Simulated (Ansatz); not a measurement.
Relax this structure to zero stress and force, keeping its symmetry:

```
Ag Cl
1.0
     0.00000    2.80534    2.80534
     2.80534    0.00000    2.80534
     2.80534    2.80534    0.00000
Ag Cl
1 1
Direct
  0.00000 0.00000 0.00000
  0.50000 0.50000 0.50000
```

All numbers below come from DFT PBEsol, scalar-relativistic, plane waves, PAW in Ansatz 0.2.0.

Settings: cutoff 420 eV, Γ-centred mesh 8×8×8 on the computed 2-atom cell, Gaussian smearing of 0.02 eV; no spin polarisation.

Q: What does it relax to?

A: The volume falls by 1.87 Å³/atom to 20.21 Å³/atom, and the energy falls by 25.4 meV/atom. Final structure:
```cif
data_structure
_symmetry_space_group_name_H-M 'Fm-3m'
_symmetry_Int_Tables_number 225
_cell_length_a 5.4476
_cell_length_b 5.4476
_cell_length_c 5.4476
_cell_angle_alpha 90.000
_cell_angle_beta 90.000
_cell_angle_gamma 90.000
_cell_volume 161.66
loop_
_atom_site_label
_atom_site_type_symbol
_atom_site_symmetry_multiplicity
_atom_site_Wyckoff_symbol
_atom_site_fract_x
_atom_site_fract_y
_atom_site_fract_z
_atom_site_occupancy
Ag1 Ag 4 a 0.00000 0.00000 0.00000 1
Cl1 Cl 4 b 0.50000 0.00000 0.00000 1
```

Cost: 1 run of about 0.12 core-minutes, on Arm Neoverse V1 (shared hosts).